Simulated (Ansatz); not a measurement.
# HgTe: strong compression

One table from this session's results is given with a row withheld; the runs are named, their logs left out.

Method: DFT, PBEsol, PAW with Ansatz's default frozen-core files, scalar-relativistic, in Ansatz 0.2.0.

## The system as given

Symmetry: Fm-3m, No. 225, cubic system. The conventional cell has a = 5.957 Å, b = 5.957 Å, c = 5.957 Å, α = 90.00°, β = 90.00°, γ = 90.00°. Hg (site symmetry m-3m) has 6 Te at 2.98 Å as nearest neighbours. Around Te (site symmetry m-3m) lie 6 Hg at 2.98 Å.

Structure file:

```cif
data_structure
_symmetry_space_group_name_H-M 'P 1'
_symmetry_Int_Tables_number 1
_cell_length_a 4.2120
_cell_length_b 4.2120
_cell_length_c 4.2120
_cell_angle_alpha 60.000
_cell_angle_beta 60.000
_cell_angle_gamma 60.000
_cell_volume 52.84
loop_
_atom_site_label
_atom_site_type_symbol
_atom_site_fract_x
_atom_site_fract_y
_atom_site_fract_z
_atom_site_occupancy
Hg1 Hg 0.00000 0.00000 0.00000 1
Te1 Te 0.50000 0.50000 0.50000 1
```

Whether this phase is the stable one at these pressures isn't tested.

Atoms are numbered in the order of the input: Hg1, Te2.

The first run:

File input.yaml:

```yaml
crystal:
  lattice:
    - [0.0, 2.978352805, 2.978352805]
    - [2.978352805, 0.0, 2.978352805]
    - [2.978352805, 2.978352805, 0.0]
  atoms:
    - { symbol: Hg, position: [0.0, 0.0, 0.0] }
    - { symbol: Te, position: [0.5, 0.5, 0.5] }
kpoints:
  mp_grid: { grid: [11, 11, 11] }
scf:
  occupations: { method: fermi_dirac, width: 0.1 }
hamiltonian:
  xc: pbesol
  pseudopotentials: { kind: paw }
output:
  forces: true
  stress: true
relax:
  f_tol: 0.005
  max_steps: 40
  cell: {}
```

Command:

```bash
ansatz run input.yaml --threads 1 --pin off --max-ram 2048MiB --backend cpu --events-out ev --progress --plain --runs-dir out
```

Steps of the session up to this table: Cell relaxed at zero pressure, PAW; Volume scaled by 1, PAW; Volume scaled by 0.94, PAW; Volume scaled by 0.88, PAW; Volume scaled by 0.8, PAW; Volume scaled by 0.72, PAW; Volume scaled by 0.64, PAW; Volume scaled by 0.55, PAW; Volume scaled by 0.55, PAW (cutoff 250 eV).

One table of the session follows, with a row left open; its other results are not shown here.

```
             method  volume over the first  volume (Å³/atom)  pressure (GPa)
                PAW                      1            27.070            0.00
                PAW                   0.94            25.446            4.30
                PAW                   0.88            23.822           10.59
                PAW                    0.8            21.656           23.76
                PAW                   0.72            19.490           46.05
                PAW                   0.64            17.325           84.72
                PAW                   0.55            14.889          166.84
PAW (cutoff 250 eV)                   0.55                 ?               ?
```

Q: Estimate the row for PAW (cutoff 250 eV), 0.55 from the others.

**Answer.** volume (Å³/atom): 14.889; pressure (GPa): 164.30.

Caveats from the session: Warnings in the runs' records: cutoff below recommended.
